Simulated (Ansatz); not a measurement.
Gd and the effect of the functional

It takes space group Im-3m (No. 229, cubic). The conventional cell has a = 4.050 Å, b = 4.050 Å, c = 4.050 Å, α = 90.00°, β = 90.00°, γ = 90.00°. Gd (site symmetry m-3m) is surrounded by 8 Gd at 3.51 Å.

This isn't the form of Gd at room conditions, which is hcp.

Kept alike: task band structure; k mesh 7 × 7 × 7; occupations fermi-dirac, width 0.05 eV; collinear spin, ferromagnetic start. Program: Ansatz, Ansatz PAW. Cutoffs run from 420 to 500 eV. The mesh is that of the run's cell of 1 atom. No spin-orbit coupling.

| functional | pressure (GPa) | largest site moment (μB) |
| --- | --- | --- |
| BLYP | 1.11 | 7.25 |
| LDA | -4.31 | 7.28 |
| PBEsol | -2.35 | 7.34 |
| r2SCAN | 0.66 | 7.51 |

Pressure is positive in compression, with a Pulay correction for the finite cutoff. For a metal such a mesh leaves the last digits unconverged. The runs hold the magnetic state that their start led to, which needn't be the lowest. Site moments count inside each atom's sphere or projector. All rows use potentials made for PBE.

Q: What does the functional change here?

A: The pressure runs from -4.31 (LDA) to 1.11 GPa (BLYP). A positive pressure means that the functional's own cell is larger than the one given, a negative one that it is smaller. The largest site moment runs from 7.25 (BLYP) to 7.51 μB (r2SCAN).
